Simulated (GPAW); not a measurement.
# Sb (R-3m) in GPAW: a series of runs

The runs below take Sb through relaxation of cell and atoms, single point, with PBEsol+D3(BJ), PBEsol+D3(BJ)+ATM, PBEsol+D4, PBE.

All numbers are computed with GPAW 26.7.0; they aren't measurements. Logs are shortened: lines on timing, memory, paths and dates and some standing lists are left out, and cuts for length are marked. The log counts tension as positive stress, the text compression.

## (1) Starting point

Symmetry: R-3m, No. 166, trigonal system. The conventional cell has a = 4.308 Å, b = 4.308 Å, c = 11.274 Å, α = 90.00°, β = 90.00°, γ = 120.00°. Around Sb (site symmetry 3m) lie 3 Sb at 2.91 Å.

## (2) Relaxation of cell and atoms, PBEsol+D3(BJ)

File run.py:

```python
from ase import Atoms
from ase.calculators.mixing import SumCalculator
from ase.filters import FrechetCellFilter
from ase.io import write
from ase.optimize import BFGS
from dftd3.ase import DFTD3
from gpaw import GPAW, PW, setup_paths

setup_paths.insert(0, '.')

atoms = Atoms(['Sb', 'Sb'],
              cell=[[2.1542, 1.2437279499, 3.758],
                    [-2.1542, 1.2437279499, 3.758],
                    [0.0, -2.4874558998, 3.758]],
              scaled_positions=[[0.76651, 0.76651, 0.76651],
                                [0.23349, 0.23349, 0.23349]],
              pbc=True)

calc = GPAW(mode=PW(600),
            xc='PBEsol',
            kpts={'size': (6, 6, 6), 'gamma': True},
            occupations={'name': 'fermi-dirac', 'width': 0.05},
            nbands=25,
            convergence={'density': 1e-05, 'forces': 0.0001},
            maxiter=150,
            txt='gpaw.txt')
atoms.calc = SumCalculator([calc, DFTD3(method='pbesol', damping='d3bj')])
opt = BFGS(FrechetCellFilter(atoms), trajectory='relax.traj', logfile='-')
done = opt.run(fmax=0.02, steps=60)
calc.write('gs.gpw')
write('result.traj', atoms)
print('Converged:', done)
print('Cell:', atoms.cell.cellpar().round(4))
print('Volume:', round(atoms.get_volume(), 4))
print(atoms.get_scaled_positions().round(5))
```

Potentials or basis: PAW data sets generated in the run's folder for this functional, pw.

Command:

```sh
> gpaw-setup -f PBEsol Sb
> OMP_NUM_THREADS=1 python run.py
```

gpaw.txt:

```text
__  _  _
 | _ |_)|_||  |
 |__||  | ||/\| - 26.7.0

Input parameters:
  mode=PW(ecut=600.0),
  convergence={'density': 1e-05, 'forces': 0.0001},
  kpts=MonkhorstPack(size=(6, 6, 6), gamma=True),
  maxiter=150,
  nbands=25,
  occupations=Occupations(name='fermi-dirac', width=0.05),
  xc=XC(name='PBEsol')

Diagonalizing LCAO Hamiltonian
Converting LCAO to pw mode

       Sb

       Sb

Atoms  # Å, Bohr magnetons
|   | symbol |         x |         y |        z |    initial magnetic moments |
|---|--------|-----------|-----------|----------|-----------------------------|
| 0 |     Sb |  0.000000 | -0.000000 | 8.641634 | ( 0.0000,  0.0000,  0.0000) |
| 1 |     Sb | -0.000000 | -0.000000 | 2.632366 | ( 0.0000,  0.0000,  0.0000) |

Unit cell  # Å
| periodic |         x |         y |        z |  lengths |    angles |
|----------|-----------|-----------|----------|----------|-----------|
|      yes |  2.154200 |  1.243728 | 3.758000 | 4.506662 | 57.110173 |
|      yes | -2.154200 |  1.243728 | 3.758000 | 4.506662 | 57.110173 |
|      yes |  0.000000 | -2.487456 | 3.758000 | 4.506662 | 57.110173 |

Number of symmetries: 12
Symmetry operations  # r_c * U_cc + t_c -> r_c
|    | kind |            matrix            |
|----|------|------------------------------|
|  0 |  E   |  1, 0, 0,  0, 1, 0,  0, 0, 1 |
|  1 |  σ   |  1, 0, 0,  0, 0, 1,  0, 1, 0 |
|  2 |  σ   |  0, 1, 0,  1, 0, 0,  0, 0, 1 |
|  3 |  C3  |  0, 1, 0,  0, 0, 1,  1, 0, 0 |
|  4 |  C3  |  0, 0, 1,  1, 0, 0,  0, 1, 0 |
|  5 |  σ   |  0, 0, 1,  0, 1, 0,  1, 0, 0 |
|  6 |  C2  |  0, 0,-1,  0,-1, 0, -1, 0, 0 |
|  7 |  S6  |  0, 0,-1, -1, 0, 0,  0,-1, 0 |
|  8 |  S6  |  0,-1, 0,  0, 0,-1, -1, 0, 0 |
|  9 |  C2  |  0,-1, 0, -1, 0, 0,  0, 0,-1 |
| 10 |  C2  | -1, 0, 0,  0, 0,-1,  0,-1, 0 |
| 11 |  i   | -1, 0, 0,  0,-1, 0,  0, 0,-1 |
[... 110 lines left out ...]
SCF iterations
|iter     | |      energy | eigst |  dens |force |
|---------|-|-------------|-------|-------|------|
|iter:   1| |   -9.696813 | +0.40 |       |      |
|iter:   2| |   -9.702952 | -1.95 | -1.69 |      |
|iter:   3| |   -9.690605c| -2.80 | -1.72 |      |
|iter:   4| |   -9.690566c| -3.38 | -2.23 |      |
|iter:   5| |   -9.690715c| -4.56 | -2.98 |      |
|iter:   6| |   -9.690742c| -5.78 | -3.47 |      |
|iter:   7| |   -9.690744c| -7.06 | -4.33 |      |
|iter:   8| |   -9.690744c| -7.51c| -4.83 |      |
|iter:   9| |   -9.690744c| -7.91c| -5.93c|      |
|iter:  10| |   -9.690744c| -8.35c| -6.32c|-3.74 |
|iter:  11| |   -9.690744c| -8.81c| -6.55c|-4.22c|

Converged in 11 steps
Energy contributions relative to reference atoms: (reference = -352409.566924)

Energy contributions:
  Kinetic:          -0.671692
  Coulomb:          -0.820046
  Zero:              0.337562
  External:          0.000000
  Xc:               -8.535216
  Entropy:          -0.002705
  Spinorbit:         0.000000
  ----------------------------
  Free energy:      -9.692096
  Extrapolated:     -9.690744

dipole moment: (-0.000000, -0.000000, -0.000002)  # |e|*Ang
[... 395 lines left out ...]
convergence criteria:
- Maximum integral of absolute [dens]ity change: 1e-05 electrons / valence electron
- Maximum change in the atomic [forces] across last 2 cycles: 0.0001 eV/Ang OR
Maximum error relative to the maximum force is below inf
- Maximum [total energy] change in last 3 cyles: 0.0005 eV / valence electron
- Maximum integral of absolute [eigenst]ate change: 4e-08 eV^2 / valence electron
maximum number of iterations: 150

SCF iterations
|iter     | |      energy | eigst |  dens |force |
|---------|-|-------------|-------|-------|------|
|iter:   1| |   -9.747013 | -0.44 |       |      |
|iter:   2| |   -9.735908 | -2.24 | -1.82 |      |
|iter:   3| |   -9.670767 | -2.49 | -1.86 |      |
|iter:   4| |   -9.668812 | -3.46 | -2.53 |      |
|iter:   5| |   -9.668919c| -4.30 | -3.00 |      |
|iter:   6| |   -9.668918c| -6.10 | -4.00 |      |
|iter:   7| |   -9.668916c| -7.47c| -4.44 |      |
|iter:   8| |   -9.668916c| -7.61c| -5.29c|      |
|iter:   9| |   -9.668916c| -8.44c| -5.67c|-3.64 |
|iter:  10| |   -9.668916c| -9.29c| -6.29c|-4.85c|

Converged in 10 steps
Energy contributions relative to reference atoms: (reference = -352409.566924)

Energy contributions:
  Kinetic:           3.330852
  Coulomb:          -3.879012
  Zero:              0.331403
  External:          0.000000
  Xc:               -9.450800
  Entropy:          -0.002718
  Spinorbit:         0.000000
  ----------------------------
  Free energy:      -9.670275
  Extrapolated:     -9.668916

dipole moment: (-0.000000, -0.000000, -0.000002)  # |e|*Ang
[... 179 lines left out ...]
convergence criteria:
- Maximum integral of absolute [dens]ity change: 1e-05 electrons / valence electron
- Maximum change in the atomic [forces] across last 2 cycles: 0.0001 eV/Ang OR
Maximum error relative to the maximum force is below inf
- Maximum [total energy] change in last 3 cyles: 0.0005 eV / valence electron
- Maximum integral of absolute [eigenst]ate change: 4e-08 eV^2 / valence electron
maximum number of iterations: 150

SCF iterations
|iter     | |      energy | eigst |  dens |force |
|---------|-|-------------|-------|-------|------|
|iter:   1| |   -9.671472 | -1.30 |       |      |
|iter:   2| |   -9.671208 | -3.74 | -2.49 |      |
|iter:   3| |   -9.668836c| -3.61 | -2.53 |      |
|iter:   4| |   -9.668767c| -4.66 | -3.31 |      |
|iter:   5| |   -9.668773c| -6.30 | -3.87 |      |
|iter:   6| |   -9.668774c| -7.26 | -4.38 |      |
|iter:   7| |   -9.668774c| -8.22c| -5.15c|      |
|iter:   8| |   -9.668774c| -8.15c| -5.66c|-3.44 |
|iter:   9| |   -9.668774c| -8.78c| -6.52c|-4.92c|

Converged in 9 steps
Energy contributions relative to reference atoms: (reference = -352409.566924)

Energy contributions:
  Kinetic:           3.353833
  Coulomb:          -3.884529
  Zero:              0.331172
  External:          0.000000
  Xc:               -9.467945
  Entropy:          -0.002611
  Spinorbit:         0.000000
  ----------------------------
  Free energy:      -9.670079
  Extrapolated:     -9.668774

dipole moment: (-0.000000, -0.000000, -0.000002)  # |e|*Ang
[... 26 lines left out ...]
No gap
No difference between direct/indirect transitions

Stress tensor  # eV/Ang^3
|         x |         y |         z |
|-----------|-----------|-----------|
| -0.018885 |  0.000000 |  0.000000 |
|  0.000000 | -0.018885 |  0.000000 |
|  0.000000 |  0.000000 | -0.014611 |

Forces  # eV/Ang
|       x |        y |        z |
|---------|----------|----------|
| 0.00000 | -0.00000 | -0.21821 |  # Sb   0
| 0.00000 |  0.00000 |  0.21821 |  # Sb   1

Interpolating wave functions to new cell

       Sb

       Sb

Atoms  # Å, Bohr magnetons
|   | symbol |         x |        y |        z |    initial magnetic moments |
|---|--------|-----------|----------|----------|-----------------------------|
| 0 |     Sb |  0.000000 | 0.000000 | 8.356125 | ( 0.0000,  0.0000,  0.0000) |
| 1 |     Sb | -0.000000 | 0.000000 | 2.589319 | ( 0.0000,  0.0000,  0.0000) |

Unit cell  # Å
| periodic |         x |         y |        z |  lengths |    angles |
|----------|-----------|-----------|----------|----------|-----------|
|      yes |  2.116778 |  1.222123 | 3.648481 | 4.391554 | 57.633676 |
|      yes | -2.116778 |  1.222123 | 3.648481 | 4.391554 | 57.633676 |
|      yes |  0.000000 | -2.444245 | 3.648481 | 4.391554 | 57.633676 |
[... 183 lines left out ...]
No gap
No difference between direct/indirect transitions

Stress tensor  # eV/Ang^3
|         x |         y |         z |
|-----------|-----------|-----------|
| -0.019009 | -0.000000 |  0.000000 |
| -0.000000 | -0.019009 |  0.000000 |
| -0.000000 |  0.000000 | -0.015461 |

Forces  # eV/Ang
|       x |        y |        z |
|---------|----------|----------|
| 0.00000 |  0.00000 |  0.00307 |  # Sb   0
| 0.00000 | -0.00000 | -0.00307 |  # Sb   1

Interpolating wave functions to new cell

       Sb

       Sb

Atoms  # Å, Bohr magnetons
|   | symbol |         x |        y |        z |    initial magnetic moments |
|---|--------|-----------|----------|----------|-----------------------------|
| 0 |     Sb |  0.000000 | 0.000000 | 8.354201 | ( 0.0000,  0.0000,  0.0000) |
| 1 |     Sb | -0.000000 | 0.000000 | 2.589531 | ( 0.0000,  0.0000,  0.0000) |

Unit cell  # Å
| periodic |         x |         y |        z |  lengths |    angles |
|----------|-----------|-----------|----------|----------|-----------|
|      yes |  2.118387 |  1.223051 | 3.647911 | 4.392115 | 57.673543 |
|      yes | -2.118387 |  1.223051 | 3.647911 | 4.392115 | 57.673543 |
|      yes |  0.000000 | -2.446103 | 3.647911 | 4.392115 | 57.673543 |
[... 119 lines left out ...]
convergence criteria:
- Maximum integral of absolute [dens]ity change: 1e-05 electrons / valence electron
- Maximum change in the atomic [forces] across last 2 cycles: 0.0001 eV/Ang OR
Maximum error relative to the maximum force is below inf
- Maximum [total energy] change in last 3 cyles: 0.0005 eV / valence electron
- Maximum integral of absolute [eigenst]ate change: 4e-08 eV^2 / valence electron
maximum number of iterations: 150

SCF iterations
|iter     | |      energy | eigst |  dens |force |
|---------|-|-------------|-------|-------|------|
|iter:   1| |   -9.664983 | -2.62 |       |      |
|iter:   2| |   -9.664971 | -4.76 | -3.07 |      |
|iter:   3| |   -9.664828c| -4.98 | -3.11 |      |
|iter:   4| |   -9.664825c| -5.90 | -3.83 |      |
|iter:   5| |   -9.664826c| -6.98 | -4.29 |      |
|iter:   6| |   -9.664826c| -7.89c| -5.20c|      |
|iter:   7| |   -9.664826c| -8.73c| -5.63c|-3.38 |
|iter:   8| |   -9.664826c| -9.01c| -6.47c|-4.17c|

Converged in 8 steps
Energy contributions relative to reference atoms: (reference = -352409.566924)

Energy contributions:
  Kinetic:           3.228569
  Coulomb:          -3.694952
  Zero:              0.329702
  External:          0.000000
  Xc:               -9.527101
  Entropy:          -0.002087
  Spinorbit:         0.000000
  ----------------------------
  Free energy:      -9.665869
  Extrapolated:     -9.664826

dipole moment: (-0.000000, -0.000000, -0.000002)  # |e|*Ang
[... 671 lines left out ...]
No gap
No difference between direct/indirect transitions

Stress tensor  # eV/Ang^3
|         x |         y |         z |
|-----------|-----------|-----------|
| -0.016358 |  0.000000 | -0.000000 |
|  0.000000 | -0.016358 |  0.000000 |
| -0.000000 |  0.000000 | -0.016200 |

Forces  # eV/Ang
|       x |        y |        z |
|---------|----------|----------|
| 0.00000 |  0.00000 |  0.01694 |  # Sb   0
| 0.00000 | -0.00000 | -0.01694 |  # Sb   1

Interpolating wave functions to new cell

       Sb

       Sb

Atoms  # Å, Bohr magnetons
|   | symbol |         x |        y |        z |    initial magnetic moments |
|---|--------|-----------|----------|----------|-----------------------------|
| 0 |     Sb |  0.000000 | 0.000000 | 8.282780 | ( 0.0000,  0.0000,  0.0000) |
| 1 |     Sb | -0.000000 | 0.000000 | 2.566672 | ( 0.0000,  0.0000,  0.0000) |

Unit cell  # Å
| periodic |         x |         y |        z |  lengths |    angles |
|----------|-----------|-----------|----------|----------|-----------|
|      yes |  2.127486 |  1.228305 | 3.616484 | 4.371943 | 58.237659 |
|      yes | -2.127486 |  1.228305 | 3.616484 | 4.371943 | 58.237659 |
|      yes |  0.000000 | -2.456609 | 3.616484 | 4.371943 | 58.237659 |
[... 119 lines left out ...]
convergence criteria:
- Maximum integral of absolute [dens]ity change: 1e-05 electrons / valence electron
- Maximum change in the atomic [forces] across last 2 cycles: 0.0001 eV/Ang OR
Maximum error relative to the maximum force is below inf
- Maximum [total energy] change in last 3 cyles: 0.0005 eV / valence electron
- Maximum integral of absolute [eigenst]ate change: 4e-08 eV^2 / valence electron
maximum number of iterations: 150

SCF iterations
|iter     | |      energy | eigst |  dens |force |
|---------|-|-------------|-------|-------|------|
|iter:   1| |   -9.665823 | -2.16 |       |      |
|iter:   2| |   -9.665814 | -4.61 | -3.00 |      |
|iter:   3| |   -9.665603c| -4.74 | -3.04 |      |
|iter:   4| |   -9.665593c| -5.61 | -3.71 |      |
|iter:   5| |   -9.665593c| -7.14 | -4.24 |      |
|iter:   6| |   -9.665593c| -8.36c| -4.93 |      |
|iter:   7| |   -9.665593c| -9.02c| -5.44c|      |
|iter:   8| |   -9.665593c| -9.32c| -6.06c|-3.60 |
|iter:   9| |   -9.665593c| -9.64c| -7.05c|-4.46c|

Converged in 9 steps
Energy contributions relative to reference atoms: (reference = -352409.566924)

Energy contributions:
  Kinetic:           3.180088
  Coulomb:          -3.651727
  Zero:              0.329740
  External:          0.000000
  Xc:               -9.522687
  Entropy:          -0.002016
  Spinorbit:         0.000000
  ----------------------------
  Free energy:      -9.666601
  Extrapolated:     -9.665593

dipole moment: (-0.000000, -0.000000, -0.000002)  # |e|*Ang
[... 29 lines left out ...]
Stress tensor  # eV/Ang^3
|         x |         y |         z |
|-----------|-----------|-----------|
| -0.016835 | -0.000000 |  0.000000 |
| -0.000000 | -0.016835 |  0.000000 |
|  0.000000 |  0.000000 | -0.016922 |

Forces  # eV/Ang
|        x |        y |        z |
|----------|----------|----------|
|  0.00000 |  0.00000 |  0.00127 |  # Sb   0
| -0.00000 | -0.00000 | -0.00127 |  # Sb   1

# Writing to gs.gpw (mode='')
```

Wall time 3.9 min (1 thread of Arm Neoverse V1, shared host); peak memory 0.38 GiB.

What came out:

```yaml
Free_energy: -10.6287 eV
Relaxed_volume: 28.35 Å³/atom
Relaxed_cell: a = 4.372 Å, b = 4.372 Å, c = 4.372 Å, α = 58.24°, β = 58.24°, γ = 58.24°
Space_group_after_relaxing_to_0.05_Å: R-3m (No. 166)
Energy_gained_by_relaxing: 16.9 meV/atom
Ionic_steps: 10
Pressure_after_relaxing: 0.0 GPa
Largest_force_after_relaxing: 0.004 eV/Å
Band_gap_on_the_k_mesh: none (metal or under the smearing width)
Dispersion_energy_per_atom: -0.481 eV
```

Forces on the atoms (eV/Å):
```
Sb   0.000  0.000  0.004
Sb   0.000  0.000 -0.004
```

Step by step:
```tsv
step	energy change (eV)	largest force (eV/Å)	pressure (GPa)	volume (Å³)
1	0.0000	0.0052	-2.62	60.41
2	-0.0091	0.0515	-2.06	59.78
3	-0.0247	0.2404	0.12	57.46
4	-0.0264	0.2146	0.13	57.35
5	-0.0329	0.0061	0.12	56.63
6	-0.0330	0.0178	0.01	56.71
7	-0.0333	0.0304	-0.11	56.77
8	-0.0336	0.0334	-0.17	56.80
9	-0.0338	0.0198	-0.11	56.75
10	-0.0339	0.0041	-0.03	56.70
```

Final structure:
```cif
data_structure
_symmetry_space_group_name_H-M 'P 1'
_symmetry_Int_Tables_number 1
_cell_length_a 4.3719
_cell_length_b 4.3719
_cell_length_c 4.3719
_cell_angle_alpha 58.238
_cell_angle_beta 58.238
_cell_angle_gamma 58.238
_cell_volume 56.70
loop_
_atom_site_label
_atom_site_type_symbol
_atom_site_fract_x
_atom_site_fract_y
_atom_site_fract_z
_atom_site_occupancy
Sb1 Sb 0.76343 0.76343 0.76343 1
Sb2 Sb 0.23657 0.23657 0.23657 1
```

Caveat: later steps reuse the first step's grids; pairwise dispersion overbinds metals, which lowers pressure and volume. The run has no spin-orbit coupling, so splittings on Sb are missing.

## (3) Relaxation of cell and atoms, PBEsol+D3(BJ)+ATM

Changes to run.py since step 2:

```diff
@@ -26,3 +26,3 @@
             txt='gpaw.txt')
-atoms.calc = SumCalculator([calc, DFTD3(method='pbesol', damping='d3bj')])
+atoms.calc = SumCalculator([calc, DFTD3(damping='d3bj', params_tweaks=dict(method='pbesol', atm=True))])
 opt = BFGS(FrechetCellFilter(atoms), trajectory='relax.traj', logfile='-')
```

Potentials or basis: PAW data sets generated in the run's folder for this functional, pw.

Command:

```sh
> gpaw-setup -f PBEsol Sb
> OMP_NUM_THREADS=1 python run.py
```

Wall time 4.3 min (1 thread of Arm Neoverse V1, shared host); peak memory 0.38 GiB.

Results (log left out):

```yaml
Free_energy: -10.5798 eV
Relaxed_volume: 28.51 Å³/atom
Relaxed_cell: a = 4.382 Å, b = 4.382 Å, c = 4.382 Å, α = 58.19°, β = 58.19°, γ = 58.19°
Space_group_after_relaxing_to_0.05_Å: R-3m (No. 166)
Energy_gained_by_relaxing: 14.2 meV/atom
Ionic_steps: 10
Pressure_after_relaxing: 0.0 GPa
Largest_force_after_relaxing: 0.004 eV/Å
Band_gap_on_the_k_mesh: none (metal or under the smearing width)
Dispersion_energy_per_atom: -0.454 eV
```

Forces on the atoms (eV/Å):
```
Sb   0.000  0.000  0.004
Sb   0.000  0.000 -0.004
```

The path:
| step | energy change (eV) | largest force (eV/Å) | pressure (GPa) | volume (Å³) |
| --- | --- | --- | --- | --- |
| 1 | 0.0000 | 0.0049 | -2.39 | 60.41 |
| 2 | -0.0076 | 0.0469 | -1.88 | 59.83 |
| 3 | -0.0204 | 0.2171 | 0.10 | 57.73 |
| 4 | -0.0217 | 0.1953 | 0.12 | 57.61 |
| 5 | -0.0274 | 0.0079 | 0.12 | 56.92 |
| 6 | -0.0276 | 0.0173 | 0.01 | 57.00 |
| 7 | -0.0278 | 0.0273 | -0.10 | 57.08 |
| 8 | -0.0281 | 0.0293 | -0.17 | 57.12 |
| 9 | -0.0283 | 0.0168 | -0.12 | 57.07 |
| 10 | -0.0284 | 0.0036 | -0.03 | 57.01 |

Final structure:
```yaml
crystal:
  lattice:
    - [2.13059, 1.23010, 3.62563]
    - [-2.13059, 1.23010, 3.62563]
    - [0.00000, -2.46019, 3.62563]
  atoms:
    - { symbol: Sb, position: [0.76369, 0.76369, 0.76369] }
    - { symbol: Sb, position: [0.23631, 0.23631, 0.23631] }
```

Levels at points of the mesh, in eV from the Fermi level:
```tsv
k point	band 12	band 13	band 14	band 15	band 16	band 17	band 18	band 19
(0.00, 0.00, 0.00)	-4.54	-2.14	-1.97	-1.97	2.34	2.84	2.84	4.87
(0.50, 0.00, 0.00)	-10.00	-1.89	-1.72	-0.43	-0.22	0.14	0.14	7.91
(0.50, 0.50, 0.00)	-7.98	-5.92	-4.05	-3.99	1.38	5.23	5.60	7.46
(0.50, 0.50, 0.50)	-9.45	-1.38	-1.38	-0.46	-0.19	-0.19	0.90	7.38
```

Caveat: later steps reuse the first step's grids; pairwise dispersion overbinds metals, which lowers pressure and volume. Spin-orbit coupling is left out, which matters for the levels of Sb.

(Continued in part 2 of 2.)
